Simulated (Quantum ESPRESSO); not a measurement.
# AlN (P6_3mc) in Quantum ESPRESSO: notebook, part 2 of 2

Quantum ESPRESSO 7.5.

**3. Band structure, PBE**

Contents of pw.in:

```
&CONTROL
  calculation = 'scf'
  prefix = 'pwscf'
  outdir = './tmp'
  pseudo_dir = './pseudo'
  tprnfor = .true.
  tstress = .true.
  disk_io = 'low'
/
&SYSTEM
  ibrav = 0
  celldm(1) = 8
  nat = 4
  ntyp = 2
  ecutwfc = 84
  nbnd = 14
  occupations = 'smearing'
  smearing = 'fd'
  degauss = 0.00367493
/
&ELECTRONS
  conv_thr = 8d-10
  electron_maxstep = 120
  mixing_beta = 0.5
/
ATOMIC_SPECIES
Al    26.9815 Al.upf
N     14.0070 N.upf
CELL_PARAMETERS alat
  0.7353396782450   0.0000000000000   0.0000000000000
 -0.3676698391225   0.6368228417753   0.0000000000000
  0.0000000000000   0.0000000000000   1.1765907283451
ATOMIC_POSITIONS crystal
Al     0.6666666667    0.3333333333    0.5000000000
Al     0.3333333333    0.6666666667    0.0000000000
N      0.6666666667    0.3333333333    0.8800000000
N      0.3333333333    0.6666666667    0.3800000000
K_POINTS automatic
10 10 6 0 0 0
```

Contents of bands.in:

```
&CONTROL
  calculation = 'bands'
  prefix = 'pwscf'
  outdir = './tmp'
  pseudo_dir = './pseudo'
  disk_io = 'low'
  verbosity = 'high'
/
&SYSTEM
  ibrav = 0
  celldm(1) = 8
  nat = 4
  ntyp = 2
  ecutwfc = 84
  nbnd = 14
  occupations = 'smearing'
  smearing = 'fd'
  degauss = 0.00367493
/
&ELECTRONS
  conv_thr = 1d-08
  electron_maxstep = 120
  mixing_beta = 0.5
  diago_full_acc = .true.
  startingwfc = 'random'
/
ATOMIC_SPECIES
Al    26.9815 Al.upf
N     14.0070 N.upf
CELL_PARAMETERS alat
  0.7353396782450   0.0000000000000   0.0000000000000
 -0.3676698391225   0.6368228417753   0.0000000000000
  0.0000000000000   0.0000000000000   1.1765907283451
ATOMIC_POSITIONS crystal
Al     0.6666666667    0.3333333333    0.5000000000
Al     0.3333333333    0.6666666667    0.0000000000
N      0.6666666667    0.3333333333    0.8800000000
N      0.3333333333    0.6666666667    0.3800000000
K_POINTS crystal
60
 0.0000000000  0.0000000000  0.0000000000 1
 0.0714285714  0.0000000000  0.0000000000 1
 0.1428571429  0.0000000000  0.0000000000 1
 0.2142857143  0.0000000000  0.0000000000 1
 0.2857142857  0.0000000000  0.0000000000 1
 0.3571428571  0.0000000000  0.0000000000 1
 0.4285714286  0.0000000000  0.0000000000 1
 0.5000000000  0.0000000000  0.0000000000 1
 0.4583333333  0.0833333333  0.0000000000 1
 0.4166666667  0.1666666667  0.0000000000 1
 0.3750000000  0.2500000000  0.0000000000 1
 0.3333333333  0.3333333333  0.0000000000 1
 0.2962962963  0.2962962963  0.0000000000 1
 0.2592592593  0.2592592593  0.0000000000 1
 0.2222222222  0.2222222222  0.0000000000 1
 0.1851851852  0.1851851852  0.0000000000 1
 0.1481481481  0.1481481481  0.0000000000 1
 0.1111111111  0.1111111111  0.0000000000 1
 0.0740740741  0.0740740741  0.0000000000 1
 0.0370370370  0.0370370370  0.0000000000 1
 0.0000000000  0.0000000000  0.0000000000 1
 0.0000000000  0.0000000000  0.1250000000 1
 0.0000000000  0.0000000000  0.2500000000 1
 0.0000000000  0.0000000000  0.3750000000 1
 0.0000000000  0.0000000000  0.5000000000 1
 0.0625000000  0.0000000000  0.5000000000 1
 0.1250000000  0.0000000000  0.5000000000 1
 0.1875000000  0.0000000000  0.5000000000 1
 0.2500000000  0.0000000000  0.5000000000 1
 0.3125000000  0.0000000000  0.5000000000 1
 0.3750000000  0.0000000000  0.5000000000 1
 0.4375000000  0.0000000000  0.5000000000 1
 0.5000000000  0.0000000000  0.5000000000 1
 0.4666666667  0.0666666667  0.5000000000 1
 0.4333333333  0.1333333333  0.5000000000 1
 0.4000000000  0.2000000000  0.5000000000 1
 0.3666666667  0.2666666667  0.5000000000 1
 0.3333333333  0.3333333333  0.5000000000 1
 0.3030303030  0.3030303030  0.5000000000 1
 0.2727272727  0.2727272727  0.5000000000 1
 0.2424242424  0.2424242424  0.5000000000 1
 0.2121212121  0.2121212121  0.5000000000 1
 0.1818181818  0.1818181818  0.5000000000 1
 0.1515151515  0.1515151515  0.5000000000 1
 0.1212121212  0.1212121212  0.5000000000 1
 0.0909090909  0.0909090909  0.5000000000 1
 0.0606060606  0.0606060606  0.5000000000 1
 0.0303030303  0.0303030303  0.5000000000 1
 0.0000000000  0.0000000000  0.5000000000 1
 0.5000000000  0.0000000000  0.5000000000 1
 0.5000000000  0.0000000000  0.4000000000 1
 0.5000000000  0.0000000000  0.3000000000 1
 0.5000000000  0.0000000000  0.2000000000 1
 0.5000000000  0.0000000000  0.1000000000 1
 0.5000000000  0.0000000000  0.0000000000 1
 0.3333333333  0.3333333333  0.0000000000 1
 0.3333333333  0.3333333333  0.1250000000 1
 0.3333333333  0.3333333333  0.2500000000 1
 0.3333333333  0.3333333333  0.3750000000 1
 0.3333333333  0.3333333333  0.5000000000 1
```

Potentials or basis: PseudoDojo 0.5 SR PBE standard.

Started as:

```
$ OMP_NUM_THREADS=1 pw.x -in pw.in > pw.out
$ OMP_NUM_THREADS=1 pw.x -in bands.in > bands.out
```

pw.out:

```text
This program is part of the open-source Quantum ESPRESSO suite
     for quantum simulation of materials; please cite
[... 9 lines left out ...]
     --------------------
     sticks:   dense  smooth     PW     G-vecs:    dense   smooth      PW
     Sum         805     805    241                29383    29383    4661

     Using Slab Decomposition

     bravais-lattice index     =            0
     lattice parameter (alat)  =       8.0000  a.u.
     unit-cell volume          =     282.0993 (a.u.)^3
     number of atoms/cell      =            4
     number of atomic types    =            2
     number of electrons       =        16.00
     number of Kohn-Sham states=           14
     kinetic-energy cutoff     =      84.0000  Ry
     charge density cutoff     =     336.0000  Ry
     scf convergence threshold =      8.0E-10
     mixing beta               =       0.5000
     number of iterations used =            8  plain     mixing
     Exchange-correlation= PBE
                           (   1   4   3   4   0   0   0)

     celldm(1)=   8.000000  celldm(2)=   0.000000  celldm(3)=   0.000000
     celldm(4)=   0.000000  celldm(5)=   0.000000  celldm(6)=   0.000000

     crystal axes: (cart. coord. in units of alat)
               a(1) = (   0.735340   0.000000   0.000000 )
               a(2) = (  -0.367670   0.636823   0.000000 )
               a(3) = (   0.000000   0.000000   1.176591 )

     reciprocal axes: (cart. coord. in units 2 pi/alat)
               b(1) = (  1.359916  0.785148 -0.000000 )
               b(2) = (  0.000000  1.570295  0.000000 )
               b(3) = (  0.000000 -0.000000  0.849913 )

     PseudoPot. # 1 for Al read from file:
     Al.upf
     Pseudo is Norm-conserving + core correction, Zval =  3.0
     Generated using ONCVPSP code by D. R. Hamann
     Using radial grid of 1876 points,  6 beta functions with:
                l(1) =   0
                l(2) =   0
                l(3) =   1
                l(4) =   1
                l(5) =   2
                l(6) =   2

     PseudoPot. # 2 for N  read from file:
     N.upf
     Pseudo is Norm-conserving + core correction, Zval =  5.0
     Generated using ONCVPSP code by D. R. Hamann
     Using radial grid of 1058 points,  4 beta functions with:
                l(1) =   0
                l(2) =   0
                l(3) =   1
                l(4) =   1

     atomic species   valence    mass     pseudopotential
     Al                3.00    26.98150     Al( 1.00)
     N                 5.00    14.00700     N ( 1.00)

     12 Sym. Ops. (no inversion) found ( 6 have fractional translation)

   Cartesian axes

     site n.     atom                  positions (alat units)
         1        Al     tau(   1) = (   0.3676698   0.2122743   0.5882954  )
         2        Al     tau(   2) = (  -0.0000000   0.4245486   0.0000000  )
         3        N      tau(   3) = (   0.3676698   0.2122743   1.0353998  )
         4        N      tau(   4) = (  -0.0000000   0.4245486   0.4471045  )

     number of k points=    56  Fermi-Dirac smearing, width (Ry)=  0.0037
                       cart. coord. in units 2pi/alat
        k(    1) = (   0.0000000   0.0000000   0.0000000), wk =   0.0033333
        k(    2) = (   0.0000000   0.0000000   0.1416522), wk =   0.0066667
        k(    3) = (   0.0000000   0.0000000   0.2833044), wk =   0.0066667
        k(    4) = (   0.0000000   0.0000000  -0.4249566), wk =   0.0033333
        k(    5) = (   0.0000000   0.1570295   0.0000000), wk =   0.0200000
        k(    6) = (   0.0000000   0.1570295   0.1416522), wk =   0.0400000
[... 48 lines left out ...]
        k(   55) = (   0.4079747   0.7066329   0.2833044), wk =   0.0400000
        k(   56) = (   0.4079747   0.7066329  -0.4249566), wk =   0.0200000

     Dense  grid:    29383 G-vectors     FFT dimensions: (  36,  36,  60)

     Initial potential from superposition of free atoms

     starting charge      15.9951, renormalised to      16.0000
     Starting wfcs are   16 randomized atomic wfcs

     Self-consistent Calculation

     iteration #  1     ecut=    84.00 Ry     beta= 0.50
     Davidson diagonalization with overlap
     ethr =  1.00E-02,  avg # of iterations =  4.2

     total energy              =     -50.82064185 Ry
     estimated scf accuracy    <       1.20238368 Ry
[... 71 lines left out ...]
     iteration # 12     ecut=    84.00 Ry     beta= 0.50
     Davidson diagonalization with overlap
     ethr =  1.05E-11,  avg # of iterations =  2.0

     End of self-consistent calculation

          k = 0.0000 0.0000 0.0000 (  3693 PWs)   bands (ev):

    -8.0388  -5.8880   1.1319   6.2749   6.2749   6.9261   6.9261   7.1061
    11.3269  13.7821  17.6974  18.2973  18.2973  20.2841
[... 93 lines left out ...]
    -5.8811  -5.8811   1.8697   1.8697   5.6697   5.6697   5.7470   5.7470
    12.6703  12.6703  16.5724  16.5724  18.8518  18.8518

          k = 0.0000-0.7851 0.0000 (  3658 PWs)   bands (ev):

    -6.0755  -5.3805   1.6886   2.9777   3.7772   5.0445   5.3398   6.4476
    12.9320  12.9503  15.3155  17.4016  18.0466  19.2908

          k = 0.0000-0.7851 0.1417 (  3658 PWs)   bands (ev):

    -6.0240  -5.4187   1.5406   2.6062   4.1673   5.1219   5.6823   6.3312
    12.4680  13.0115  16.0298  16.8833  18.3620  19.4095

          k = 0.0000-0.7851 0.2833 (  3662 PWs)   bands (ev):

    -5.8852  -5.5316   1.3984   1.9822   4.9850   5.3428   6.0344   6.0385
    12.0943  12.9575  16.2128  16.9109  18.4289  19.2193

          k = 0.0000-0.7851-0.4250 (  3676 PWs)   bands (ev):

    -5.7021  -5.7021   1.5354   1.5354   5.6702   5.6702   5.7562   5.7562
    12.4422  12.4422  16.4230  16.4230  18.9146  18.9146

          k = 0.1360 0.2355 0.0000 (  3675 PWs)   bands (ev):
[... 156 lines left out ...]
    -5.5315  -5.5315   2.2113   2.2113   3.4882   3.4882   6.2968   6.2968
    14.2104  14.2104  15.3870  15.3870  18.9141  18.9141

     the Fermi energy is     9.7880 ev

!    total energy              =     -51.17716311 Ry
     estimated scf accuracy    <          1.5E-10 Ry
     smearing contrib. (-TS)   =      -0.00000000 Ry
     internal energy E=F+TS    =     -51.17716311 Ry

     The total energy is F=E-TS. E is the sum of the following terms:
     one-electron contribution =      -2.07187036 Ry
     hartree contribution      =      11.37783267 Ry
     xc contribution           =     -16.99667714 Ry
     ewald contribution        =     -43.48644828 Ry

     convergence has been achieved in  12 iterations

     Forces acting on atoms (cartesian axes, Ry/au):

     atom    1 type  1   force =     0.00000000   -0.00000000   -0.00507692
     atom    2 type  1   force =     0.00000000   -0.00000000   -0.00507692
     atom    3 type  2   force =     0.00000000    0.00000000    0.00507692
     atom    4 type  2   force =    -0.00000000    0.00000000    0.00507692

     Total force =     0.010154     Total SCF correction =     0.000000

     Computing stress (Cartesian axis) and pressure

          total   stress  (Ry/bohr**3)                   (kbar)     P=       33.53
   0.00019070   0.00000000  -0.00000000           28.05        0.00       -0.00
   0.00000000   0.00019070  -0.00000000            0.00       28.05       -0.00
   0.00000000   0.00000000   0.00030241            0.00        0.00       44.49

=------------------------------------------------------------------------------=
   JOB DONE.
=------------------------------------------------------------------------------=
```

Wall time 1.9 min (1 thread of Arm Neoverse V1, shared host); peak memory 0.1 GiB.

What came out:

- Free energy: -696.3008 eV
- Pressure: 3.4 GPa
- Largest force: 0.131 eV/Å
- Band gap on the k mesh: 4.22 eV, direct
- Band gap along the path: 4.22 eV, direct

Forces on the atoms (eV/Å):
```
Al   0.000  0.000 -0.131
Al   0.000  0.000 -0.131
N    0.000  0.000  0.131
N    0.000  0.000  0.131
```

Stress tensor (GPa, compression positive):
```
2.81 0.00 0.00
0.00 2.81 0.00
0.00 0.00 4.45
```

Levels at the corners of the path, in eV from the valence-band top:
```csv
point,band 5,band 6,band 7,band 8,band 9,band 10,band 11,band 12
Γ,-0.83,-0.18,-0.18,0.00,4.22,6.68,10.59,11.19
M,-3.33,-2.06,-1.77,-0.66,5.83,5.84,8.21,10.30
K,-3.75,-2.42,-2.37,-2.37,5.08,8.38,9.70,9.70
Γ,-0.83,-0.18,-0.18,0.00,4.22,6.68,10.59,11.19
A,-0.51,-0.51,-0.51,-0.51,6.47,6.47,10.35,10.35
L,-1.44,-1.44,-1.35,-1.35,5.34,5.34,9.32,9.32
H,-3.83,-3.83,-0.78,-0.78,7.44,7.44,7.88,7.88
A,-0.51,-0.51,-0.51,-0.51,6.47,6.47,10.35,10.35
L,-1.44,-1.44,-1.35,-1.35,5.34,5.34,9.32,9.32
M,-3.33,-2.06,-1.77,-0.66,5.83,5.84,8.21,10.30
K,-3.75,-2.42,-2.37,-2.37,5.08,8.38,9.70,9.70
H,-3.83,-3.83,-0.78,-0.78,7.44,7.44,7.88,7.88
```

Caveat: some levels on the path didn't converge.

**4. How close it comes**

Step 2. A measured gap of AlN is 6.034 eV (an exciton energy, a little under the gap; 10 K; quoted in “Self-assembly of well-separated AlN nanowires directly on sputtered metallic TiN films”, 2019, arxiv:1910.07391); the calculated 4.22 eV misses it by -1.81 eV. 2 values of this kind are on record (6.034 to 6.0343 eV); this one was drawn at random. The value is that of PBE, without temperature or zero-point motion. Semilocal functionals fall short of measured gaps as a rule.

Step 3. A measured gap of AlN is 6.034 eV (an exciton energy, a little under the gap; 10 K; quoted in “Self-assembly of well-separated AlN nanowires directly on sputtered metallic TiN films”, 2019, arxiv:1910.07391); the calculated 4.22 eV misses it by -1.81 eV. 2 values of this kind are on record (6.034 to 6.0343 eV); this one was drawn at random. The value is that of PBE, without temperature or zero-point motion. Semilocal functionals fall short of measured gaps as a rule.
